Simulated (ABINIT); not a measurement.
The system is Ta.

```xyz
1
Lattice="-1.6513 1.6513 1.6513 1.6513 -1.6513 1.6513 1.6513 1.6513 -1.6513" Properties=species:S:1:pos:R:3 pbc="T T T"
Ta    0.0000    0.0000    0.0000
```

Base run:

* Program: ABINIT 10.8.3 (patched build)
* Functional: SOGGA
* Potentials or basis: JTH PAW PBE v2.0
* Cutoff: 517 eV
* k mesh: 11 × 11 × 11
* Occupations: fermi-dirac, width 0.05 eV
* Spin: spin-orbit coupling, no magnetisation

Its results: band gap on the k mesh none (metal or under the smearing width); pressure -5.5 GPa.

Task: After a change of settings the same cell gave: band gap on the k mesh none (metal or under the smearing width); pressure 5.6 GPa. Which change was it?
A. functional from SOGGA to PBEsol; spin from spin-orbit coupling, no magnetisation to no spin polarisation
B. spin from spin-orbit coupling, no magnetisation to no spin polarisation
C. functional from SOGGA to RPBE
D. functional from SOGGA to HCTH407; spin from spin-orbit coupling, no magnetisation to no spin polarisation

Result: C.

RPBE binds less tightly than SOGGA, so the same cell stands under more pressure.

Caveats: the PAW data sets were made with another functional, which shifts forces and pressure a little.
